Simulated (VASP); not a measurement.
A run of VASP 6.6.1 is set up as follows.

INCAR

```
PREC = Accurate
ENCUT = 600
EDIFF = 1E-7
ISMEAR = -1
SIGMA = 0.05
LREAL = F
LASPH = T
NELM = 80
ALGO = Normal
ISIF = 3
LWAVE = F
LCHARG = F
GGA = PS
IBRION = 2
NSW = 60
EDIFFG = -0.02
```

KPOINTS

```
regular mesh
0
Gamma
  3 3 3
```

File POSCAR:

```
Cs2AgBiBr6
1.0
    0.0000000000      5.6161000000      5.6161000000
    5.6161000000      0.0000000000      5.6161000000
    5.6161000000      5.6161000000      0.0000000000
Bi Cs Ag Br
1 2 1 6
Direct
    0.0000000000      0.0000000000      0.0000000000
    0.7500000000      0.7500000000      0.7500000000
    0.2500000000      0.2500000000      0.2500000000
    0.5000000000      0.5000000000      0.5000000000
    0.7494500000      0.7494500000      0.2505500000
    0.2505500000      0.2505500000      0.7494500000
    0.7494500000      0.2505500000      0.2505500000
    0.7494500000      0.2505500000      0.7494500000
    0.2505500000      0.7494500000      0.7494500000
    0.2505500000      0.7494500000      0.2505500000
```

Potentials or basis: VASP PAW PBE potentials, release 64 (Bi_d, Cs_sv, Ag, Br).

Launch:

```console
$ cat potpaw_PBE.64/Bi_d/POTCAR potpaw_PBE.64/Cs_sv/POTCAR potpaw_PBE.64/Ag/POTCAR potpaw_PBE.64/Br/POTCAR > POTCAR
$ mpirun -np 1 vasp_std > vasp.out
```

(1) Estimate the relaxed volume.

(2) What does it give for the space group after relaxing (to 0.05 Å)?

(3) What does it give for the band gap on the k mesh?

## Answers

(1) 35.00 Å³/atom.

(2) Fm-3m (No. 225).

(3) 1.75 eV, indirect (least direct gap 2.43 eV).

Caveat: the PAW data sets were made with another functional, which shifts forces and pressure a little; spin-orbit coupling is left out, which as a rule narrows the gap of such compounds by several tenths of an eV; an odd mesh through Γ misses points on the zone boundary, where band edges often lie.
